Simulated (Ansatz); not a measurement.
# MoTe2: a single-point run

The task is a single-point run on MoTe2. The structure is shown as the input types it. The cell is built on a prototype (3R-MoS2 type) and needn't be the phase found in nature.

Computed with Ansatz 0.2.0 (density functional or hybrid calculation with the settings of its input, plane waves (as first typed), unless a step's input says otherwise).

2 further runs of the same task are left out: 2 that didn't finish.

## 1. The system as given

The structure is trigonal, space group R3m (No. 160). The conventional cell has a = 3.547 Å, b = 3.547 Å, c = 21.312 Å, α = 90.00°, β = 90.00°, γ = 120.00°. Mo (site symmetry 3m) is surrounded by 6 Te at 2.72 Å. Te (site symmetry 3m) has 3 Mo at 2.72 Å as nearest neighbours.

As a file:

```xyz
3
Lattice="1.7734 1.0239 7.1041 -1.7734 1.0239 7.1041 0.0000 -2.0478 7.1041" Properties=species:S:1:pos:R:3 pbc="T T T"
Mo    0.0000    0.0000   -0.0008
Te    0.0000    0.0000    8.8963
Te    0.0000    0.0000    5.3128
```

## 2. Running it

The input, input.yaml:

```yaml
crystal:
  lattice:
    - [1.7734078865, 1.0238775207, 7.104136672]
    - [-1.7734078865, 1.0238775207, 7.104136672]
    - [0.0, -2.0477550413, 7.104136672]
  atoms:
    - { symbol: Mo, position: [-3.68533e-05, -3.68533e-05, -3.68533e-05] }
    - { symbol: Te, position: [0.4174226666, 0.4174226666, 0.4174226666] }
    - { symbol: Te, position: [0.2492808534, 0.2492808534, 0.2492808534] }
kpoints:
  mp_grid: { grid: [6, 6, 6] }
hamiltonian:
  xc: pbesol
scf:
  occupations: { method: fixed }
  n_extra_bands: 4
  convergence: { dr2_threshold: 1.0e-20 }
  max_iter: 81
output:
  forces: true
  stress: true
  eigenvalues: true
```

The run is started by

```console
$ ansatz run input.yaml --threads 4 --pin off --max-ram 3686MiB --backend cpu --events-out ev --progress --plain --runs-dir out
```

**Question.** How will this run end, and is anything wrong with its input?

This run ends as converged. Convergence says nothing about whether the input makes sense.

Look at the input: scf.convergence.dr2_threshold is 1.0e-20. What could go wrong: threshold needlessly tight. Once met, so tight a threshold does no harm; it costs cycles.

To check: delete scf.convergence.dr2_threshold (the default then holds).
